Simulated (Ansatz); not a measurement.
# Zn: which structure wins at one pressure, part 2 of 2

Aim: bring Zn in several structures (fcc, bcc, hcp, omega, simple hexagonal, sc) to one pressure and rank them by enthalpy. The pressure is set by scaling the first phase. The runs shown use LAPW. Companion runs by PAW are cited.

Ansatz 0.2.0; DFT PBE; a cell built from a prototype (fcc type), not taken from measurement. Earlier steps stand in the parts before.

## 5. Omega relaxed under pressure, LAPW

File input.yaml:

```yaml
crystal:
  lattice:
    - [3.5297112468, 0.0, 0.0]
    - [-1.7648556234, 3.0568196077, 0.0]
    - [0.0, 0.0, 2.12935453]
  atoms:
    - { symbol: Zn, position: [0.0, 0.0, 0.0] }
    - { symbol: Zn, position: [0.3333333333, 0.6666666667, 0.5] }
    - { symbol: Zn, position: [0.6666666667, 0.3333333333, 0.5] }
kpoints:
  mp_grid: { grid: [10, 10, 14] }
scf:
  occupations: { method: fermi_dirac, width: 0.1 }
hamiltonian:
  xc: pbe
  pseudopotentials: { kind: all_electron, lapw: { basis_error: 0.0005 } }
output:
  forces: true
  stress: true
  eigenvalues: true
relax:
  f_tol: 0.005
  max_steps: 12
  cell: { p_target: 280.0, stress_tol: 0.14 }
```

Run with:

```bash
$ ansatz run input.yaml --threads 1 --pin off --max-ram 3584MiB --backend cpu --events-out ev --progress --plain --runs-dir out
```

Output, cut to the lines that bear on the results:

```text
[...]
LAPW: plane waves up to 12.266 Å⁻¹, error target 5.0e-4 eV per atom; small_component_spin mean_spin; Zn in spheres of 0.988 Å, 20 of its electrons in bands, Dirac shells []
[...]
Pseudopotentials: kind: all_electron
Pseudopotential: Zn, LAPW, valence charge 20, Koelling and Harmon's equation, gaussian nucleus
Functional definition: PBE
[...]
Crystal: 3 atoms, lattice volume = 22.975 Å³
Basis set: ecut = 573.210148889593 eV, 693 PW (Γ), exchange–correlation at level 2
Bands: 36, of which v1, the nominal top of the filled ones, is band 30 counted from 1 (29 counted from 0)
Symmetry: 24 space group operations
Space group: P6/mmm (ITA 191), of the structure as read, at distance tolerance 2.8e-5 Å
k-points: 112 of 1400
[...]
SCF iter   1: F=—  HF=-146609.513744 eV  |F-HF|=—  |Δ(HF+E_count)|=         —  Δρ=6.92e-2  dr2=5.13e-1  ethr=8.52e-4  ⟨swp⟩=2.1  Hψ=27006  notcnv=0
[...]
  atom   2  Zn     0.00000000    -0.00000000    -0.00000000
  atom   3  Zn     0.00000000     0.00000000     0.00000000
[...]
--- Stress (GPa, compression-positive) ---
      279.883492       0.000000       0.000000
        0.000000     279.883492       0.000000
        0.000000       0.000000     279.866144
  P = ⅓ Tr σ = 279.8777 GPa (2798.777 kbar)
--- Band table (eV; the first three rows and the last of 112) ---
[...]
--- Relaxed structure (1 steps of the walk, 1 accepted, 1 SCFs on fresh bases) ---
  F+E_penalty+E_count = -146608.52247241 eV   max|allowed force component| = 1.850e-16 eV/Å   (the final SCF, on the basis selected at the relaxed cell)
  cell:  # Å, volume = 22.9751 Å³
    - [3.529711246769721, 0.0, 0.0]
    - [-1.7648556233848605, 3.056819607726222, 0.0]
    - [0.0, 0.0, 2.12935453]
  atoms:
    - { symbol: Zn, position: [0.0, 0.0, 0.0] }
    - { symbol: Zn, position: [0.3333333333333332, 0.6666666666666664, 0.49999999999999994] }
    - { symbol: Zn, position: [0.6666666666666665, 0.3333333333333332, 0.49999999999999994] }
```

Run time: 85 s. Hardware: 1 thread of Arm Neoverse V2, shared host; peak memory 0.72 GiB.

Relaxation path:

| step | energy from step 1 (eV/cell) | largest force component (eV/Å) | pressure (GPa) | volume (Å³) |
| --- | --- | --- | --- | --- |
| 1 | 0.0000 | 0.0000 | 279.88 | 22.98 |
| 2 | 0.0000 | 0.0000 | 279.88 | 22.98 |

Step 1 is the start. Step 2 repeats the geometry before on a plane-wave basis chosen anew for that cell, so the energy can jump there without any move; the table keeps such jumps.

| input's cell | before | after | change |
| --- | --- | --- | --- |
| a (Å) | 3.530 | 3.530 | -0.0 % |
| b (Å) | 3.530 | 3.530 | +0.0 % |
| c (Å) | 2.129 | 2.129 | -0.0 % |
| volume (Å³/atom) | 7.66 | 7.66 | -0.0 % |

In short: pressure 279.88 GPa; no gap.

## 6. Simple hexagonal relaxed under pressure, LAPW

File input.yaml:

```yaml
crystal:
  lattice:
    - [2.104426359, 0.0, 0.0]
    - [-1.0522131795, 1.8224866873, 0.0]
    - [0.0, 0.0, 2.0702294459]
  atoms:
    - { symbol: Zn, position: [0.0, 0.0, 0.0] }
kpoints:
  mp_grid: { grid: [21, 21, 19] }
scf:
  occupations: { method: fermi_dirac, width: 0.1 }
hamiltonian:
  xc: pbe
  pseudopotentials: { kind: all_electron, lapw: { basis_error: 0.0005 } }
output:
  forces: true
  stress: true
  eigenvalues: true
relax:
  f_tol: 0.005
  max_steps: 12
  cell: { p_target: 280.0, stress_tol: 0.14 }
```

Run with:

```bash
$ ansatz run input.yaml --threads 1 --pin off --max-ram 3584MiB --backend cpu --events-out ev --progress --plain --runs-dir out
```

Output, cut to the lines that bear on the results:

```text
[...]
LAPW: plane waves up to 12.049 Å⁻¹, error target 5.0e-4 eV per atom; small_component_spin mean_spin; Zn in spheres of 1.004 Å, 20 of its electrons in bands, Dirac shells []
[...]
[... 3 set-up lines as earlier in the session ...]
[...]
Crystal: 1 atoms, lattice volume = 7.940 Å³
Basis set: ecut = 553.1566601634111 eV, 229 PW (Γ), exchange–correlation at level 2
Bands: 14, of which v1, the nominal top of the filled ones, is band 10 counted from 1 (9 counted from 0)
[... 1 set-up line as earlier in the session ...]
Space group: P6/mmm (ITA 191), of the structure as read, at distance tolerance 2.0e-5 Å
k-points: 480 of 8379
[...]
SCF iter   1: F=—  HF=-48869.467553 eV  |F-HF|=—  |Δ(HF+E_count)|=         —  Δρ=5.93e-2  dr2=1.30e-1  ethr=6.46e-4  ⟨swp⟩=2.7  Hψ=45869  notcnv=0
[...]
Fermi energy:    30.957939 eV
[...]
--- Forces (eV/Å), atoms counted from 1 ---
  atom   1  Zn    -0.00000000     0.00000000     0.00000000
[...]
--- Stress (GPa, compression-positive) ---
      280.019441      -0.000000      -0.000000
       -0.000000     280.019441      -0.000000
       -0.000000      -0.000000     279.933396
  P = ⅓ Tr σ = 279.9908 GPa (2799.908 kbar)
--- Band table (eV; the first three rows and the last of 480) ---
  k-point 0: bands = ["-99.0293", "-53.0052", "-52.9220", "-52.9220", "13.1167", "17.2964", "19.4054", "19.4054", "21.6003", "21.6003", "47.4517", "53.2525", "53.8186", "58.9908"]
[...]
--- Relaxed structure (2 steps of the walk, 2 accepted, 1 SCFs on fresh bases) ---
  F+E_penalty+E_count = -48869.15454134 eV   max|allowed force component| = 0.000e0 eV/Å   (the final SCF, on the basis selected at the relaxed cell)
  cell:  # Å, volume = 7.9407 Å³
    - [2.104551791471589, 0.0, 0.0]
    - [-1.0522758957357945, 1.8225953149944467, 0.0]
    - [0.0, 0.0, 2.0701866147726142]
  atoms:
    - { symbol: Zn, position: [0.0, 0.0, 0.0] }
```

It took 65 s on 1 thread of Arm Neoverse V2, shared host; peak memory 0.69 GiB.

The steps of the relaxation:

| step | energy from step 1 (eV/cell) | largest force component (eV/Å) | pressure (GPa) | volume (Å³) |
| --- | --- | --- | --- | --- |
| 1 | 0.0000 | 0.0000 | 280.10 | 7.94 |
| 2 | -0.0014 | 0.0000 | 279.99 | 7.94 |
| 3 | -0.0014 | 0.0000 | 279.99 | 7.94 |

Step 1 is the start. Step 3 repeats the geometry before on a plane-wave basis chosen anew for that cell, so the energy can jump there without any move; the table keeps such jumps.

| input's cell | before | after | change |
| --- | --- | --- | --- |
| a (Å) | 2.104 | 2.105 | +0.0 % |
| b (Å) | 2.104 | 2.105 | +0.0 % |
| c (Å) | 2.070 | 2.070 | -0.0 % |
| volume (Å³/atom) | 7.94 | 7.94 | +0.0 % |

Read from it: pressure 279.99 GPa; no gap.

## 7. Sc relaxed under pressure, LAPW

input.yaml, as its differences from that of step 6:

```diff
@@ -2,5 +2,5 @@
   lattice:
-    - [2.104426359, 0.0, 0.0]
-    - [-1.0522131795, 1.8224866873, 0.0]
-    - [0.0, 0.0, 2.0702294459]
+    - [2.0150533708, 0.0, 0.0]
+    - [0.0, 2.0150533708, 0.0]
+    - [0.0, 0.0, 2.0150533708]
   atoms:
@@ -8,3 +8,3 @@
 kpoints:
-  mp_grid: { grid: [21, 21, 19] }
+  mp_grid: { grid: [19, 19, 19] }
 scf:
```

Run with:

```bash
$ ansatz run input.yaml --threads 1 --pin off --max-ram 3584MiB --backend cpu --events-out ev --progress --plain --runs-dir out
```

Output, cut to the lines that bear on the results:

```text
[...]
LAPW: plane waves up to 12.422 Å⁻¹, error target 5.0e-4 eV per atom; small_component_spin mean_spin; Zn in spheres of 0.977 Å, 20 of its electrons in bands, Dirac shells []
[...]
[... 3 set-up lines as earlier in the session ...]
[...]
Crystal: 1 atoms, lattice volume = 8.182 Å³
Basis set: ecut = 587.9381028304399 eV, 251 PW (Γ), exchange–correlation at level 2
Bands: 14, of which v1, the nominal top of the filled ones, is band 10 counted from 1 (9 counted from 0)
[... 1 set-up line as earlier in the session ...]
Space group: Pm-3m (ITA 221), of the structure as read, at distance tolerance 2.0e-5 Å
k-points: 220 of 6859
[...]
SCF iter   1: F=—  HF=-48869.061903 eV  |F-HF|=—  |Δ(HF+E_count)|=         —  Δρ=5.65e-2  dr2=1.39e-1  ethr=6.91e-4  ⟨swp⟩=2.5  Hψ=20965  notcnv=0
[...]
Fermi energy:    29.422681 eV
[...]
--- Forces (eV/Å), atoms counted from 1 ---
  atom   1  Zn     0.00000000    -0.00000000     0.00000000
[...]
--- Stress (GPa, compression-positive) ---
      280.000001      -0.000000       0.000000
       -0.000000     280.000001       0.000000
        0.000000       0.000000     280.000001
  P = ⅓ Tr σ = 280.0000 GPa (2800.000 kbar)
--- Band table (eV; the first three rows and the last of 220) ---
  k-point 0: bands = ["-100.0522", "-53.9408", "-53.9408", "-53.9408", "12.5509", "16.2350", "16.2350", "20.6588", "20.6588", "20.6588", "48.8410", "48.8410", "48.8410", "52.7375"]
[...]
--- Relaxed structure (3 steps of the walk, 3 accepted, 1 SCFs on fresh bases) ---
  F+E_penalty+E_count = -48868.78170590 eV   max|allowed force component| = 0.000e0 eV/Å   (the final SCF, on the basis selected at the relaxed cell)
  cell:  # Å, volume = 8.1857 Å³
    - [2.015356419284496, 0.0, 0.0]
    - [0.0, 2.015356419284496, -3.3101920919155616e-35]
    - [0.0, -3.3101920919155616e-35, 2.015356419284496]
  atoms:
    - { symbol: Zn, position: [0.0, 0.0, 0.0] }
```

Wall time 40 s (1 thread of Arm Neoverse V2, shared host); peak memory 0.44 GiB.

The steps of the relaxation:

```csv
step,energy from step 1 (eV/cell),largest force component (eV/Å),pressure (GPa),volume (Å³)
1,0.0000,0.0000,280.47,8.18
2,-0.0105,0.0000,279.71,8.19
3,-0.0065,0.0000,280.00,8.19
4,-0.0065,0.0000,280.00,8.19
```

Step 1 is the start. Step 4 repeats the geometry before on a plane-wave basis chosen anew for that cell, so the energy can jump there without any move; the table keeps such jumps.

| input's cell | before | after | change |
| --- | --- | --- | --- |
| a (Å) | 2.015 | 2.015 | +0.0 % |
| b (Å) | 2.015 | 2.015 | +0.0 % |
| c (Å) | 2.015 | 2.015 | +0.0 % |
| volume (Å³/atom) | 8.18 | 8.19 | +0.0 % |

This run gives: pressure 280.00 GPa; no gap.

## 8. All runs together

The PAW rows are taken from companion runs at the same settings.

Enthalpy per atom, H = F + pV at p = 280 GPa, from each method's lowest phase:

```
method             start  space group, start → end  volume (Å³/atom)  pressure (GPa)  enthalpy (meV/atom)
  LAPW               fcc             Fm-3m → Fm-3m             7.583           280.0                 72.0
  LAPW               bcc             Im-3m → Im-3m             7.605           280.0                207.0
  LAPW               hcp       P6_3/mmc → P6_3/mmc             7.578           280.0                  0.0
  LAPW             omega           P6/mmm → P6/mmm             7.658           279.9                363.0
  LAPW  simple hexagonal           P6/mmm → P6/mmm             7.941           280.0               1209.4
  LAPW                sc             Pm-3m → Pm-3m             8.186           280.0               2010.4
   PAW               fcc             Fm-3m → Fm-3m             7.584           280.0                 71.8
   PAW               bcc             Im-3m → Im-3m             7.605           280.0                206.9
   PAW               hcp       P6_3/mmc → P6_3/mmc             7.578           280.0                  0.0
   PAW             omega           P6/mmm → P6/mmm             7.658           280.0                363.7
   PAW  simple hexagonal           P6/mmm → P6/mmm             7.940           280.0               1207.7
   PAW                sc             Pm-3m → Pm-3m             8.182           280.1               2006.6
```

## 9. What came out

This closing draws on all 2 parts.

```
     quantity                         value
     pressure                       280 GPa
lowest (LAPW)  hcp, 72.0 meV/atom under fcc
 lowest (PAW)  hcp, 71.8 meV/atom under fcc
```

By LAPW the order is hcp < fcc < bcc < omega < simple hexagonal < sc. By PAW the order is hcp < fcc < bcc < omega < simple hexagonal < sc. The methods agree on the lowest phase. Only these structures were tried, with electrons smeared by 0.1 eV and without vibrations, so the true ground state may be another. The k meshes differ between phases and weren't tested, which can move differences by some meV.
